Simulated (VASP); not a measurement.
Write the native input for VASP 6.6.1 that does the following.

```yaml
Task: single point
Functional: PBE
Potentials_or_basis: VASP PAW PBE potentials, release 64 (C, H)
Cutoff: 400 eV
k_mesh: 1 × 1 × 1
Occupations: gaussian, width 0.01 eV
Spin: no spin polarisation
Further_INCAR_settings: ALGO = Normal; EDIFF = 1e-07; ISYM = 0
```

The structure of C2H2 lies in POSCAR:

```
HC                                      
1.0
   12.7048579379      0.0000000000      0.0000000000
    0.0000000000     13.2048579379      0.0000000000
    0.0000000000      0.0000000000     13.7048579379
  C               H             
     2     2
Selective dynamics
Direct
     0.4685424883000024    0.5212602786999980    0.4723769897000025   F   F   F
     0.5321624887197322    0.4859154358207305    0.5282569204632399   T   T   T
     0.4121181272075822    0.5526064286877093    0.4228106202030686   T   T   T
     0.5885912378430521    0.4545733934182151    0.5778047841838502   T   T   T
```

These files were run (other wordings do the same):

INCAR

```
SYSTEM = HC
PREC     = Accurate       ! precision mode
ENCUT    = 400            ! plane-wave cutoff, eV
EDIFF    = 1E-7           ! SCF threshold, eV
ISMEAR   = 0              ! smearing method
SIGMA    = 0.01           ! smearing width, eV
LREAL    = .False.        ! projectors in reciprocal space
LASPH    = .True.         ! aspherical terms in the spheres
NELM     = 100            ! most SCF steps
ALGO     = Normal         ! electronic algorithm
ISIF     = 2              ! what is computed and relaxed
LWAVE    = .False.        ! write WAVECAR
LCHARG   = .False.        ! write CHGCAR
GGA      = PE             ! functional
ISYM     = 0
```

KPOINTS

```
regular mesh
0
Gamma
  1 1 1
  0 0 0
```

Potentials or basis: VASP PAW PBE potentials, release 64 (C, H).

The run is started by

```console
$ cat potpaw_PBE.64/C/POTCAR potpaw_PBE.64/H/POTCAR > POTCAR
$ mpirun -np 1 vasp_gam > vasp.out
```

Results of the run:

```
Largest force                   : 0.009 eV/Å
Gap between the frontier levels : 6.74 eV
```

Caveat: the standard files for N, O and F lose accuracy on very short bonds.

Run time: 90 s on 1 thread of Intel(R) Xeon(R) Platinum 8488C (Sapphire Rapids), with other jobs on the host, peak memory 1 GiB.
